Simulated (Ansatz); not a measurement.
Computed with Ansatz 0.2.0, DFT PBE+D3(BJ), scalar-relativistic, plane waves, PAW. All cells share a 420 eV cutoff and Γ-centred k meshes spaced at most about 0.3 Å⁻¹ (about 0.25 or finer for metals, 2π included). No spin polarisation.

Each guess is relaxed in cell and atoms at zero pressure, on a coarse mesh first where it starts far from rest and then on a converged one. The steps can't lower the symmetry of the start, but it can rise. Energies are static (0 K, no zero-point motion).

This guess for Si isn't its lowest structure:

```
CELL_PARAMETERS angstrom
2.40387 -2.41595 0.00000
2.40387 2.41595 0.00000
0.00000 0.00000 3.79339
ATOMIC_POSITIONS crystal
Si 0.25000 0.75000 0.49824
Si 0.75000 0.25000 0.50176
```

Problem. What does it relax into?

Solution. Cmme at 22.0 Å³/atom → Pm-3m (simple cubic type) at 15.6 Å³/atom. Conventional cell: a = 2.501 Å. Si has 6 Si at 2.50 Å.

Space group Pm-3m (No. 221). a = 2.501 Å, b = 2.501 Å, c = 2.501 Å, α = 90.00°, β = 90.00°, γ = 90.00°
```tsv
atom	site	symmetry	x	y	z
Si	1b	m-3m	0.5000	0.5000	0.5000
```

Problem. How far does this end lie above the lowest form of Si relaxed in the same way, and what is that form?

Solution. It lies 267 meV/atom above the lowest of the 9 forms computed, a structure that the Crystallography Open Database (COD) lists, of the diamond type. Space group Fd-3m (No. 227), cubic, a = 5.422 Å. Si is surrounded by 4 Si at 2.35 Å. That form has 19.9 Å³/atom and a gap of 0.56 eV on its mesh; the guess's end has none. Counting all near atoms (those within 1.25 times the shortest such distance or 1.15 times the sum of covalent radii), the guess's end has Si 6 and the lowest form has Si 4. Shaken at random and relaxed again, the guess's end falls into a cell with the simple hexagonal type, space group P6/mmm (No. 191), 71 meV/atom lower, so it is a saddle point or a shallow minimum.

Kohn–Sham gaps at this level usually fall short of measured ones. Some candidate types were left out of the draw beforehand, so a known form may be missing.
